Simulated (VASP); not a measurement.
Input of a VASP 6.6.1 run:

Contents of INCAR:

```
PREC = Accurate
ENCUT = 600
EDIFF = 1E-7
ISMEAR = 0
SIGMA = 0.03
LREAL = False
LASPH = True
NELM = 80
ALGO = Normal
ISIF = 3
LWAVE = False
LCHARG = False
GGA = MK
LUSE_VDW = True
AGGAC = 0.0
PARAM1 = 0.1234
PARAM2 = 0.711357
ZAB_VDW = -1.8867
IBRION = 2
NSW = 90
EDIFFG = -0.005
KPAR = 2
```

Contents of KPOINTS:

```
Automatic mesh
0
Gamma
  4 8 6
```

File POSCAR:

```
GeSe                                    
1.0
   11.0012269828      0.0000000000      0.0000000000
    0.0000000000      3.8864098220      0.0000000000
    0.0000000000      0.0000000000      4.3935344968
  Ge              Se            
     4     4
Direct
     0.1236324356964204    0.7500000000000000    0.8909371021697852
     0.6236324356964201    0.7500000000000000    0.6090628978302148
     0.3763675643035796    0.2500000000000000    0.3909371021697849
     0.8763675643035799    0.2500000000000000    0.1090628978302150
     0.8549102197535956    0.7500000000000000    0.5022974104036307
     0.3549102197535958    0.7500000000000000    0.9977025895963694
     0.6450897802464044    0.2500000000000000    0.0022974104036308
     0.1450897802464042    0.2500000000000000    0.4977025895963692
```

Potentials or basis: VASP PAW PBE potentials, release 64 (Ge_d, Se).

The run is started by

```sh
$ cat potpaw_PBE.64/Ge_d/POTCAR potpaw_PBE.64/Se/POTCAR > POTCAR
$ mpirun -np 2 vasp_std > vasp.out
```

Task: What does it give for the band gap on the k mesh?

Result: 0.64 eV, indirect (least direct gap 0.88 eV).

Task: Predict the space group after relaxing (to 0.05 Å).

Result: Pnma (No. 62).

Task: Predict the relaxed cell.

Result: a = 10.996 Å, b = 3.890 Å, c = 4.386 Å, α = 90.00°, β = 90.00°, γ = 90.00°.

Forces on the atoms (eV/Å):
```
Ge  -0.002  0.000 -0.004
Ge  -0.002  0.000  0.004
Ge   0.002  0.000 -0.004
Ge   0.002  0.000  0.004
Se   0.001  0.000  0.001
Se   0.001  0.000 -0.001
Se  -0.001  0.000  0.001
Se  -0.001  0.000 -0.001
```

Caveat: the PAW data sets were made with another functional, which shifts forces and pressure a little. A k mesh can miss the band edges.
